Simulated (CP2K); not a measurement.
**Zn in CP2K: convergence with k mesh**

Input of the first run (k mesh 3 × 3 × 2); the others differ in this setting and in those tied to it:

Contents of zn_converge.inp:

```
&GLOBAL
  PROJECT zn_converge
  RUN_TYPE ENERGY_FORCE
  PRINT_LEVEL LOW
&END GLOBAL
&FORCE_EVAL
  METHOD QS
  STRESS_TENSOR ANALYTICAL
  &DFT
    BASIS_SET_FILE_NAME BASIS_MOLOPT_UZH
    POTENTIAL_FILE_NAME GTH_POTENTIALS
    &MGRID
      CUTOFF 450
      REL_CUTOFF 60
      NGRIDS 5
    &END MGRID
    &QS
      METHOD GPW
      EPS_DEFAULT 1.0E-9
    &END QS
    &KPOINTS
      SCHEME MONKHORST-PACK 3 3 2
      GAMMA_CENTERED T
      SYMMETRY T
      SYMMETRY_BACKEND SPGLIB
    &END KPOINTS
    &SCF
      SCF_GUESS ATOMIC
      EPS_SCF 1.0E-6
      MAX_SCF 100
      ADDED_MOS 10
      CHOLESKY OFF
      EPS_EIGVAL 1.0E-7
      &DIAGONALIZATION ON
        ALGORITHM STANDARD
      &END DIAGONALIZATION
      &MIXING ON
        METHOD BROYDEN_MIXING
        ALPHA 0.4
        BETA 1.5
        NBUFFER 8
      &END MIXING
      &SMEAR ON
        METHOD FERMI_DIRAC
        ELECTRONIC_TEMPERATURE 580.23
      &END SMEAR
    &END SCF
    &XC
      &XC_FUNCTIONAL
        &LDA_X
        &END LDA_X
        &LDA_C_PW
        &END LDA_C_PW
      &END XC_FUNCTIONAL
    &END XC
    &PRINT
      &KPOINTS ON
      &END KPOINTS
      &MULLIKEN ON
      &END MULLIKEN
      &MO ON
        ENERGIES T
        OCCUPATION_NUMBERS T
        &EACH
          QS_SCF 0
        &END EACH
        ADD_LAST NUMERIC
      &END MO
    &END PRINT
  &END DFT
  &SUBSYS
    &CELL
      A 2.6700000000 0.0000000000 0.0000000000
      B -1.3350000000 2.3122878281 0.0000000000
      C 0.0000000000 0.0000000000 4.9660000000
      PERIODIC XYZ
    &END CELL
    &COORD
      SCALED
      Zn  0.6637230000 0.3633370000 0.7569630000
      Zn  0.3252300000 0.6817020000 0.2469170000
    &END COORD
    &KIND Zn
      BASIS_SET TZVP-MOLOPT-PBE-GTH-q12
      POTENTIAL GTH-PADE-q12
    &END KIND
    &PRINT
      &ATOMIC_COORDINATES ON
      &END ATOMIC_COORDINATES
      &CELL ON
      &END CELL
      &SYMMETRY ON
      &END SYMMETRY
    &END PRINT
  &END SUBSYS
  &PRINT
    &FORCES ON
    &END FORCES
    &STRESS_TENSOR ON
    &END STRESS_TENSOR
  &END PRINT
&END FORCE_EVAL
```

Potentials or basis: GTH_POTENTIALS Zn GTH-PADE-q12; TZVP-MOLOPT-PBE-GTH basis.

Launch:

```console
$ OMP_NUM_THREADS=1 cp2k.psmp -i zn_converge.inp -o zn_converge.out
```

The cell isn't the ideal one: atoms moved at random, drawn with an rms of 0.05 Å.

Hardware: 1 thread of Intel(R) Xeon(R) Processor @ 2.70GHz, on a shared host.

| k mesh | energy less the tightest run, at zero smearing (meV/atom) | pressure (GPa) | largest force (eV/Å) | SCF cycles | CPU time (s) | peak memory (GiB) |
| --- | --- | --- | --- | --- | --- | --- |
| 3 × 3 × 2 | 354.57 | -1.52 | 0.110 | 13 | 210 | 0.45 |
| 4 × 4 × 2 | -142.78 | -10.65 | 0.042 | 13 | 220 | 0.45 |
| 5 × 5 × 3 | -1.57 | -8.02 | 0.017 | 13 | 180 | 0.46 |
| 7 × 7 × 3 | -30.67 | -8.81 | 0.054 | 13 | 230 | 0.48 |
| 8 × 8 × 4 | 7.59 | -8.50 | 0.071 | 13 | 240 | 0.5 |
| 10 × 10 × 5 | -13.27 | -8.77 | 0.056 | 13 | 350 | 0.55 |
| 11 × 11 × 6 | 1.80 | -8.59 | 0.073 | 13 | 460 | 0.6 |
| 14 × 14 × 7 | 0.00 | -8.72 | 0.070 | 13 | 610 | 0.75 |

Against the tightest run, the largest force stays within 0.005 eV/Å from 11 × 11 × 6 on. Not settled before the last step: the energy (to 1 meV/atom), the pressure (to 0.1 GPa). Meshes of other sizes hit other points, so gaps and Fermi surfaces needn't settle smoothly. The tightest run that finished is the yardstick and may itself not be fully converged.

Caveat, for the tightest run too: the basis of atomic orbitals isn't converged, which shifts pressures, moduli and gaps.
